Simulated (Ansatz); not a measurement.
# Convergence notes, G0W0 on MgI2 (CdCl2 type)

MgI2 built on the CdCl2 prototype, relaxed with r2SCAN+rVV10; one-shot G0W0 in Ansatz without spin-orbit coupling. The calculation is spin-unpolarised, and the structure need not be a phase that has been made.

```
CELL_PARAMETERS angstrom
2.07868 1.20013 6.89235
-2.07868 1.20013 6.89235
0.00000 -2.40025 6.89235
ATOMIC_POSITIONS crystal
Mg 0.00000 0.00000 0.00000
I 0.25269 0.25269 0.25269
I 0.74731 0.74731 0.74731
```

Gaps are read over the mesh points alone. G0W0 values are finite-basis, finite-mesh values.

| start | potentials | frequency model | mesh | empty bands | screening cutoff (eV) | Kohn-Sham gap (eV) | G0W0 gap (eV) | rough cost |
| --- | --- | --- | --- | --- | --- | --- | --- | --- |
| PBE | PAW | contour deformation | 4×4×4 | 167 | 80 | 3.26 | 4.73 | 3 core-minutes |
| PBE | PAW | contour deformation | 4×4×4 | 388 | 140 | 3.26 | 4.89 | 13 core-minutes |
| PBE | PAW | contour deformation | 4×4×4 | 712 | 210 | 3.26 | 4.97 | 50 core-minutes |
| HSE06 | PAW | contour deformation | 4×4×4 | 388 | 140 | 4.20 | 5.32 | 23 core-minutes |
| LDA | PAW | contour deformation | 4×4×4 | 388 | 140 | 3.08 | 4.76 | 13 core-minutes |

Over the mesh points the PBE gap of 3.26 eV becomes a quasiparticle gap of 4.97 eV (Γ to F), a change of +1.71 eV. Renormalisation factors Z lie between 0.78 and 0.82.

Raising bands and cutoff together moves the gap by +0.16 eV (80 to 140 eV), then +0.08 eV (140 to 210 eV); the last step is still large, so the basis limit isn't reached. Starting from HSE06 (4.20 eV against PBE's 3.26 eV) gives 5.32 eV, +0.43 eV from G0W0@PBE at the same screening cutoff. Starting from LDA (3.08 eV against PBE's 3.26 eV) gives 4.76 eV, -0.13 eV from G0W0@PBE at the same screening cutoff.
